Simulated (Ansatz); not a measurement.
Write the native input for Ansatz 0.2.0 that does the following.

```
Task                : single point
Functional          : PBE
Potentials or basis : Ansatz PAW
Cutoff              : 420 eV (not typed: the program's choice for these potentials)
k mesh              : 9 × 9 × 3
Occupations         : fermi-dirac, width 0.05 eV
Spin                : no spin polarisation
```

The system is TiO2.

```xyz
12
Lattice="1.4741 -4.7965 0.0000 1.4741 4.7965 0.0000 0.0000 0.0000 10.2352" Properties=species:S:1:pos:R:3 pbc="T T T"
Ti    1.4741   -3.5198    5.9686
Ti    1.4741    3.5198    4.2666
Ti    1.4741   -3.5198    9.3842
Ti    1.4741    3.5198    0.8510
O     1.4741    0.0000    5.1176
O     1.4741    0.0000    0.0000
O     1.4741   -4.1656    7.6764
O     1.4741    4.1656    2.5588
O     1.4741   -2.4405    1.0529
O     1.4741    2.4405    9.1824
O     1.4741    2.4405    6.1705
O     1.4741   -2.4405    4.0648
```

Measurements of this composition are mostly on another form, of space group No. 141.

The input as run:

input.yaml

```yaml
crystal:
  lattice:
    - [1.474097, -4.79653, 0.0]
    - [1.474097, 4.79653, 0.0]
    - [0.0, 0.0, 10.235223]
  atoms:
    - { symbol: Ti, position: [0.866913, 0.133087, 0.583142] }
    - { symbol: Ti, position: [0.133087, 0.866913, 0.416858] }
    - { symbol: Ti, position: [0.866913, 0.133087, 0.916858] }
    - { symbol: Ti, position: [0.133087, 0.866913, 0.083142] }
    - { symbol: O, position: [0.5, 0.5, 0.5] }
    - { symbol: O, position: [0.5, 0.5, 0.0] }
    - { symbol: O, position: [0.934235, 0.065765, 0.75] }
    - { symbol: O, position: [0.065765, 0.934235, 0.25] }
    - { symbol: O, position: [0.7544, 0.2456, 0.102866] }
    - { symbol: O, position: [0.2456, 0.7544, 0.897134] }
    - { symbol: O, position: [0.2456, 0.7544, 0.602866] }
    - { symbol: O, position: [0.7544, 0.2456, 0.397134] }
hamiltonian:
  xc: pbe
  pseudopotentials: { kind: paw }
kpoints:
  mp_grid: { grid: [9, 9, 3] }
scf:
  occupations: { method: fermi_dirac, width: 0.05 }
output:
  forces: true
  stress: true
  eigenvalues: true
  write_density: true
  write_potential: true
  elf: true
  volumetric_format: npy
```

Potentials or basis: Ansatz PAW.

Run with:

```console
$ ansatz run input.yaml --threads 4 --pin off --max-ram 11264MiB --backend cpu --events-out ev --progress --plain --runs-dir out
```

It gave:

| Item | Value |
| --- | --- |
| Pressure | -1.4 GPa |
| Largest force | 0.184 eV/Å |
| Band gap on the k mesh | 2.58 eV, indirect (least direct gap 2.66 eV) |

Caveat: odd divisions of the mesh miss points on the zone boundary, where band edges often lie, so the gap on the mesh can be too wide; the pressure holds a Pulay correction of +0.7 GPa for the finite cutoff.

Run time: 8.9 s on 4 threads of Arm Neoverse V2, on a shared host, peak memory 0.54 GiB.
